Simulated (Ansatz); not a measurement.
**Structure relaxation of MgB₂**

Level of theory: Ansatz, DFT PBE, scalar-relativistic, plane waves, PAW.

The start puts MgB₂ on the fluorite structure type (Fm-3m, No. 225), with Mg in place of Ca, B in place of F, at a guessed volume.

The final relaxation ran on this input, with the default PAW datasets:

```yaml
crystal:
  lattice:
    - [0.0, 2.6483878339, 2.6483878339]
    - [2.6483878339, 0.0, 2.6483878339]
    - [2.6483878339, 2.6483878339, 0.0]
  atoms:
    - { symbol: Mg, position: [0.0, 0.0, 0.0] }
    - { symbol: B, position: [0.25, 0.25, 0.25] }
    - { symbol: B, position: [0.75, 0.75, 0.75] }
basis:
  ecutwfc: 420
kpoints:
  mp_grid: { grid: [16, 16, 16] }
hamiltonian:
  xc: pbe
scf:
  occupations: { method: gaussian, width: 0.1 }
output:
  forces: true
  stress: true
  eigenvalues: true
  write_density: true
  write_potential: true
  elf: true
  volumetric_format: npy
relax:
  adjacent_minimum: "off"
  f_tol: 0.01
  max_steps: 80
  cell: { stress_tol: 0.05 }
```

Launched as:

```bash
ansatz run input.yaml --threads 1 --pin off --max-ram 2560MiB --backend cpu --events-out ev --progress --plain --runs-dir out
```

Time: 15 s on 1 thread of Arm Neoverse V1, on a shared host, peak memory 0.35 GiB.

The program printed at the end:

```
SCF converged after 8 iterations
Free energy (F): -2230.638711 eV
Harris-Foulkes:  -2230.638711 eV  (|F-HF|=0.00e0)
Internal energy: -2230.631633 eV  (E = F + TS)
E sigma→0 (E₀):  -2230.635172 eV
Entropy (-TS):   -0.007078 eV (-2.359 meV/atom)
Fermi energy:    6.217099 eV
--- Per-component energies (eV) ---
  E_band       = -325.924771
  E_kinetic    = 156.459025
  E_local      = -1692.992446  (includes V_loc(G=0)·N_el)
  E_nonlocal   = 122.451766
  E_hartree    = 612.631412
  E_xc         = -88.541634
  E_vxc        = -107.564260  (∫ρ·V_xc dr)
  E_paw        = -447.556038  (= ΣΔE_a)
  E_vpaw       = -29.541673  (= ΣTr[D̂ρ^β])
  E_aug_tail   = -0.000009  (compensation charges beyond the density's cutoff)
  E_ewald      = -893.083709
  E_smearing   = -0.007078  (= −TS)
  E_closure    =  0.000000  (closes the sum)
  Σ components = -2230.638711   (vs F -2230.638711, Δ=0.00e0)
--- Forces (eV/Å), atoms counted from 1 ---
  atom   1  Mg     0.00000000     0.00000000     0.00000000
  atom   2  B      0.00000000     0.00000000     0.00000000
  atom   3  B      0.00000000     0.00000000     0.00000000
  max |Σ_I F_I| component: 5.78e-18 eV/Å
--- Stress (GPa, compression-positive) ---
       -0.046991       0.000000       0.000000
        0.000000      -0.046991       0.000000
        0.000000       0.000000      -0.046991
  P = ⅓ Tr σ = -0.0470 GPa (-0.470 kbar)
--- Relaxed structure (2 steps of the walk, 2 accepted, 1 SCFs on fresh bases) ---
  F+E_penalty+E_count = -2230.63871103 eV   max|allowed force component| = 3.045e-17 eV/Å   (the final SCF, on the basis selected at the relaxed cell)
  cell:  # Å, volume = 37.1236 Å³
    - [0.000000, 2.647727, 2.647727]
    - [2.647727, 0.000000, 2.647727]
    - [2.647727, 2.647727, 0.000000]
  atoms:
    - { symbol: Mg, position: [0.000000, 0.000000, 0.000000] }
    - { symbol: B, position: [0.25, 0.25, 0.25] }
    - { symbol: B, position: [0.750000, 0.750000, 0.750000] }
```

Absolute energies hang on the potentials; compare differences alone.

The result has space group Fm-3m (No. 225). Mg has 8 B at 2.29 Å; around B lie 4 Mg at 2.29 Å and 6 B at 2.65 Å.

Against the elements it lies at 1.66 eV/atom. Formation energies are uncorrected and refer to the elements' standard structures at the same level.

For metals, differences of a few meV/atom aren't resolved.

A structure relaxed within its symmetry needn't be a true minimum.